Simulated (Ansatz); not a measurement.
# Rh (P6_3/mmc) in Ansatz: a series of runs

One crystal, Rh, is run at these levels: LDA; tasks: single point, equation of state.

Program: Ansatz 0.2.0. These are calculated values, not measurements. Logs are shortened: lines on timing, memory, paths and dates and some standing lists are left out, and cuts for length are marked.

## 1. Starting point

It takes space group P6_3/mmc (No. 194, hexagonal). The conventional cell has a = 2.731 Å, b = 2.731 Å, c = 4.428 Å, α = 90.00°, β = 90.00°, γ = 120.00°. Around Rh (site symmetry -6m2) lie 12 Rh at 2.72 to 2.73 Å.

This isn't the form of Rh at room conditions, which is fcc.

## 2. Single point, LDA, 13.44 Å³/atom (volume scaled by 0.94)

Input file input.yaml:

```yaml
crystal:
  lattice:
    - [2.6752291329, 0.0, 0.0]
    - [-1.3376145665, 2.3168163901, 0.0]
    - [0.0, 0.0, 4.338086307]
  atoms:
    - { symbol: Rh, position: [0.3333333333, 0.6666666667, 0.25] }
    - { symbol: Rh, position: [0.6666666667, 0.3333333333, 0.75] }
kpoints:
  mp_grid: { grid: [11, 11, 6] }
scf:
  occupations: { method: fermi_dirac, width: 0.05 }
hamiltonian:
  xc: lda
  pseudopotentials: { kind: all_electron, lapw: { basis_error: 0.001 } }
output:
  forces: true
  stress: true
  eigenvalues: true
```

Potentials or basis: all-electron LAPW, scalar-relativistic.

Launch:

```
ansatz run input.yaml --threads 1 --pin off --max-ram 3072MiB --backend cpu --events-out ev --progress --plain --runs-dir out
```

Output:

```text
Warning: RAYON_NUM_THREADS=1 ignored (pool sized by the plan → 1); use --threads N
LAPW: plane waves up to 8.611 Å⁻¹, error target 1.0e-3 eV per atom; small_component_spin mean_spin; Rh in spheres of 1.331 Å, 27 of its electrons in bands, Dirac shells [] (how accurate: hamiltonian.pseudopotentials.lapw.basis_error, Limitations)
Engine: ansatz 0.2.0, aarch64-unknown-linux-gnu
Pseudopotentials: kind: all_electron
Pseudopotential: Rh, LAPW, valence charge 27, lapw/all_electron/scalar/gaussian/Rh, Koelling and Harmon's equation, gaussian nucleus
Functional definition: SPW92
  exchange = slater_x
  correlation = pw_c
Crystal: 2 atoms, lattice volume = 26.888 Å³
Basis set: ecut = 282.49202158740405 eV, 287 PW (Γ), exchange–correlation at level 2
Bands: 33, of which v1, the nominal top of the filled ones, is band 27 counted from 1 (26 counted from 0)
Symmetry: 24 space group operations
Space group: P63/mmc (ITA 194), of the structure as read, at distance tolerance 3.0e-5 Å
k-points: 64 of 726
Non-local potential: Rh, projectors of the file, none
Initial density: superposition of atomic densities (chi_scale 0.1, normalization cell)
Initial wavefunctions: plane waves of lowest kinetic energy (no species holds an atomic orbital)
Functional: x = slater, c = lda
iter 1 solved again at ethr=3.58e-4 eV; its pass at ethr=1.00e-1 eV (dr2=1.93e-1 eV) is discarded
SCF iter   1: F=—  HF=-260127.353839 eV  |F-HF|=—  |Δ(HF+E_count)|=         —  Δρ=3.93e-2  dr2=1.95e-1  ethr=3.58e-4  ⟨swp⟩=2.8  Hψ=13726  notcnv=0
preconditioner: auto → Kerker (q_TF=auto, 3.065 Å⁻¹)  [metal: Δε(μ)=0.006 eV  Ē_g=10.722 eV  σ=0.050 eV  W_gap=0.03  n_scr=10 (ndim 8)  ℏωp=30.4 eV  f_vac=0.000  D(μ)=3.53/eV (n_scr^D=42)]
iter 2 solved again at ethr=1.33e-5 eV; its pass at ethr=3.58e-4 eV (dr2=7.16e-3 eV) is discarded
SCF iter   2: F=—  HF=-260126.407267 eV  |F-HF|=—  |Δ(HF+E_count)|=   9.47e-1  Δρ=5.92e-3  dr2=7.16e-3  ethr=1.33e-5  ⟨swp⟩=2.0  Hψ=10946  notcnv=0
SCF iter   3: F=—  HF=-260126.319824 eV  |F-HF|=—  |Δ(HF+E_count)|=   8.74e-2  Δρ=8.31e-3  dr2=1.23e-2  ethr=1.33e-5  ⟨swp⟩=2.5  Hψ=6361  notcnv=0
SCF iter   4: F=—  HF=-260126.313553 eV  |F-HF|=—  |Δ(HF+E_count)|=   6.27e-3  Δρ=3.27e-3  dr2=2.52e-3  ethr=1.33e-5  ⟨swp⟩=2.0  Hψ=6147  notcnv=0
SCF iter   5: F=—  HF=-260126.313702 eV  |F-HF|=—  |Δ(HF+E_count)|=   1.50e-4  Δρ=8.77e-4  dr2=2.05e-4  ethr=4.66e-6  ⟨swp⟩=2.0  Hψ=6124  notcnv=0
SCF iter   6: F=—  HF=-260126.313709 eV  |F-HF|=—  |Δ(HF+E_count)|=   6.76e-6  Δρ=1.57e-4  dr2=5.05e-6  ethr=3.80e-7  ⟨swp⟩=2.0  Hψ=6151  notcnv=0
SCF iter   7: F=—  HF=-260126.313708 eV  |F-HF|=—  |Δ(HF+E_count)|=   1.21e-6  Δρ=2.65e-5  dr2=1.97e-7  ethr=9.35e-9  ⟨swp⟩=2.0  Hψ=6151  notcnv=0
SCF iter   8: F=-260126.313708 eV  HF=-260126.313708 eV  |F-HF|=1.14e-8  |Δ(HF+E_count)|=   9.54e-8  Δρ=6.79e-6  dr2=1.15e-8  ethr=3.64e-10  ⟨swp⟩=2.0  Hψ=6153  notcnv=0
SCF 1 converged in 8 iterations: F = -260126.313708 eV  dr2 = 1.15e-8
SCF converged after 8 iterations
Free energy (F): -260126.313708 eV
Harris-Foulkes:  -260126.313708 eV  (|F-HF|=1.14e-8)
Internal energy: -260126.286547 eV  (E = F + TS)
E sigma→0 (E₀):  -260126.300127 eV
Entropy (-TS):   -0.027161 eV (-13.580 meV/atom)
Fermi energy:    25.058194 eV
--- Per-component energies (eV) ---
  E_band       = -5526.550901
  E_kinetic    = 270903.939570
  E_xc         = -7309.893516
  E_electrostatic = -523720.332600  (all electrons and nuclei)
  E_smearing   = -0.027161  (= −TS)
  E_closure    = -0.000000  (closes the sum)
  E_atoms      = -260108.953288  (free atoms, spherical and without spin; not in F)
  Σ components = -260126.313708   (vs F -260126.313708, Δ=0.00e0)
  Basis errors (estimates in eV, not in F): energy 2.0e-4 per atom: plane waves 1.9e-4 (9.6e-5 summed), levels above the bands 4.4e-99, relativity 4.9e-9, radial functions 1.1e-5, core shells 4.3e-7; eigenvalues (radial functions only) 4.2e-6; not estimated: angular momenta, meshes, grids; target (lapw.basis_error) 1.0e-3; muffin-tin radii Rh 1.331 Å
--- Forces (eV/Å), atoms counted from 1 ---
  atom   1  Rh     0.00000000    -0.00000000     0.00000000
  atom   2  Rh     0.00000000     0.00000000     0.00000000
  max |Σ_I F_I| component: 6.94e-18 eV/Å
--- Stress (GPa, compression-positive) ---
       -3.420396      -0.000000       0.000000
       -0.000000      -3.420396       0.000000
        0.000000       0.000000      -4.655203
  P = ⅓ Tr σ = -3.8320 GPa (-38.320 kbar)
--- Band table (eV; the first three rows and the last of 64) ---
  k-point 0: bands = ["-272.1467", "-272.1467", "-272.1383", "-272.1383", "-272.1383", "-272.1383", "-272.1340", "-272.1340", "-272.1340", "-272.1340", "-53.8001", "-53.6701", "-22.1175", "-21.4065", "-21.4065", "-21.3007", "-21.2915", "-21.2915", "16.7410", "18.5997", "21.7975", "21.8899", "21.8899", "22.4341", "22.4341", "23.0881", "23.0881", "25.2139", "25.2139", "25.6786", "33.7913", "40.7727", "42.8690"]
  k-point 1: bands = ["-272.1467", "-272.1467", "-272.1383", "-272.1383", "-272.1383", "-272.1383", "-272.1340", "-272.1340", "-272.1340", "-272.1340", "-53.7915", "-53.6789", "-22.0646", "-21.3989", "-21.3989", "-21.3573", "-21.2993", "-21.2993", "17.0273", "18.6750", "21.6868", "21.7856", "21.7856", "22.3050", "22.3050", "23.3865", "23.3865", "24.6957", "25.1935", "25.1935", "35.1154", "40.3070", "42.9098"]
  k-point 2: bands = ["-272.1467", "-272.1467", "-272.1383", "-272.1383", "-272.1383", "-272.1383", "-272.1340", "-272.1340", "-272.1340", "-272.1340", "-53.7679", "-53.7029", "-21.9187", "-21.5105", "-21.3779", "-21.3779", "-21.3204", "-21.3204", "17.7878", "18.8016", "21.4845", "21.6973", "21.6973", "22.0262", "22.0262", "22.9170", "24.0012", "24.0012", "25.0318", "25.0318", "37.8754", "39.9467", "41.8535"]
  k-point 63: bands = ["-272.1467", "-272.1467", "-272.1383", "-272.1383", "-272.1383", "-272.1383", "-272.1340", "-272.1340", "-272.1340", "-272.1340", "-53.6446", "-53.6446", "-21.9549", "-21.9549", "-21.7425", "-21.7425", "-21.4472", "-21.4472", "19.8349", "19.8349", "20.6759", "20.6759", "21.7829", "21.7829", "23.2113", "23.2113", "25.3257", "25.3257", "32.0013", "32.0013", "34.9146", "34.9146", "36.2628"]
```

Wall time 16 s (1 thread of Arm Neoverse V2, shared host); peak memory 0.36 GiB.

What came out:

```yaml
Free_energy: -260126.3137 eV
Pressure: -3.8 GPa
Band_gap_on_the_k_mesh: none (metal or under the smearing width)
```

## 3. Single point, LDA, 13.73 Å³/atom (volume scaled by 0.96)

input.yaml: that of step 2 with these lines changed.

```diff
@@ -2,5 +2,5 @@
   lattice:
-    - [2.6752291329, 0.0, 0.0]
-    - [-1.3376145665, 2.3168163901, 0.0]
-    - [0.0, 0.0, 4.338086307]
+    - [2.6940693954, 0.0, 0.0]
+    - [-1.3470346977, 2.3331325361, 0.0]
+    - [0.0, 0.0, 4.3686372171]
   atoms:
```

Potentials or basis: all-electron LAPW, scalar-relativistic.

Launch:

```
ansatz run input.yaml --threads 1 --pin off --max-ram 3072MiB --backend cpu --events-out ev --progress --plain --runs-dir out
```

Wall time 16 s (1 thread of Arm Neoverse V2, shared host); peak memory 0.36 GiB.

The run converged. Its results:

| Item | Value |
| --- | --- |
| Free energy | -260126.2893 eV |
| Pressure | -9.7 GPa |
| Band gap on the k mesh | none (metal or under the smearing width) |

## 4. Single point, LDA, 14.02 Å³/atom (volume scaled by 0.98)

input.yaml: that of step 3 with these lines changed.

```diff
@@ -2,5 +2,5 @@
   lattice:
-    - [2.6940693954, 0.0, 0.0]
-    - [-1.3470346977, 2.3331325361, 0.0]
-    - [0.0, 0.0, 4.3686372171]
+    - [2.7126497715, 0.0, 0.0]
+    - [-1.3563248858, 2.3492236138, 0.0]
+    - [0.0, 0.0, 4.3987667018]
   atoms:
```

Launch:

```
ansatz run input.yaml --threads 1 --pin off --max-ram 3072MiB --backend cpu --events-out ev --progress --plain --runs-dir out
```

It took 17 s on 1 thread of Arm Neoverse V2, shared host; peak memory 0.36 GiB.

Results (log left out):

| Quantity | Value |
| --- | --- |
| Free energy | -260126.2452 eV |
| Pressure | -14.9 GPa |
| Band gap on the k mesh | none (metal or under the smearing width) |

## 5. Single point, LDA, 14.30 Å³/atom

input.yaml: that of step 4 with these lines changed.

```diff
@@ -2,5 +2,5 @@
   lattice:
-    - [2.7126497715, 0.0, 0.0]
-    - [-1.3563248858, 2.3492236138, 0.0]
-    - [0.0, 0.0, 4.3987667018]
+    - [2.7309790422, 0.0, 0.0]
+    - [-1.3654895211, 2.3650972278, 0.0]
+    - [0.0, 0.0, 4.428489]
   atoms:
```

Launch:

```
ansatz run input.yaml --threads 1 --pin off --max-ram 3072MiB --backend cpu --events-out ev --progress --plain --runs-dir out
```

Wall time 16 s (1 thread of Arm Neoverse V2, shared host); peak memory 0.36 GiB.

The run converged. Its results:

* Free energy: -260126.1838 eV
* Pressure: -19.4 GPa
* Band gap on the k mesh: none (metal or under the smearing width)

## 6. Single point, LDA, 14.59 Å³/atom (volume scaled by 1.02)

input.yaml: that of step 5 with these lines changed.

```diff
@@ -2,5 +2,5 @@
   lattice:
-    - [2.7309790422, 0.0, 0.0]
-    - [-1.3654895211, 2.3650972278, 0.0]
-    - [0.0, 0.0, 4.428489]
+    - [2.7490655232, 0.0, 0.0]
+    - [-1.3745327616, 2.3807605798, 0.0]
+    - [0.0, 0.0, 4.4578175964]
   atoms:
```

Potentials or basis: all-electron LAPW, scalar-relativistic.

Launch:

```
ansatz run input.yaml --threads 1 --pin off --max-ram 3072MiB --backend cpu --events-out ev --progress --plain --runs-dir out
```

It took 16 s on 1 thread of Arm Neoverse V2, shared host; peak memory 0.36 GiB.

The run converged. Its results:

```yaml
Free_energy: -260126.1074 eV
Pressure: -23.3 GPa
Band_gap_on_the_k_mesh: none (metal or under the smearing width)
```

## 7. Single point, LDA, 14.87 Å³/atom (volume scaled by 1.04)

input.yaml: that of step 6 with these lines changed.

```diff
@@ -2,5 +2,5 @@
   lattice:
-    - [2.7490655232, 0.0, 0.0]
-    - [-1.3745327616, 2.3807605798, 0.0]
-    - [0.0, 0.0, 4.4578175964]
+    - [2.7669170982, 0.0, 0.0]
+    - [-1.3834585491, 2.3962204973, 0.0]
+    - [0.0, 0.0, 4.4867652751]
   atoms:
```

Launch:

```
ansatz run input.yaml --threads 1 --pin off --max-ram 3072MiB --backend cpu --events-out ev --progress --plain --runs-dir out
```

Run time: 16 s. Hardware: 1 thread of Arm Neoverse V2, shared host; peak memory 0.36 GiB.

Results (log left out):

```yaml
Free_energy: -260126.0179 eV
Pressure: -26.7 GPa
Band_gap_on_the_k_mesh: none (metal or under the smearing width)
```

## 8. Single point, LDA, 15.16 Å³/atom (volume scaled by 1.06)

input.yaml: that of step 7 with these lines changed.

```diff
@@ -2,5 +2,5 @@
   lattice:
-    - [2.7669170982, 0.0, 0.0]
-    - [-1.3834585491, 2.3962204973, 0.0]
-    - [0.0, 0.0, 4.4867652751]
+    - [2.7845412492, 0.0, 0.0]
+    - [-1.3922706246, 2.4114834597, 0.0]
+    - [0.0, 0.0, 4.5153441684]
   atoms:
```

Launch:

```
ansatz run input.yaml --threads 1 --pin off --max-ram 3072MiB --backend cpu --events-out ev --progress --plain --runs-dir out
```

Run time: 16 s. Hardware: 1 thread of Arm Neoverse V2, shared host; peak memory 0.35 GiB.

Results (log left out):

```
Free energy            : -260125.9169 eV
Pressure               : -29.7 GPa
Band gap on the k mesh : none (metal or under the smearing width)
```

## 9. Equation of state, LDA

Potentials or basis: all-electron LAPW, scalar-relativistic.

No new run: the results of the series are fitted here.

What came out:

```
Equilibrium volume                        : 13.28 Å³/atom (rough: see the caveat)
Bulk modulus at fixed shape and positions : 316 GPa (rough)
```

Energy against volume, from the lowest point:
```csv
volume (Å³/atom),energy (meV/atom)
13.444,0.00
13.730,12.21
14.016,34.27
14.302,64.94
14.588,103.14
14.874,147.91
15.160,198.39
```

Caveat: the minimum lies outside the volumes run; the cell was scaled at fixed shape and fractional positions, which overstates the stiffness of a crystal with free parameters, most of all of layers and chains.
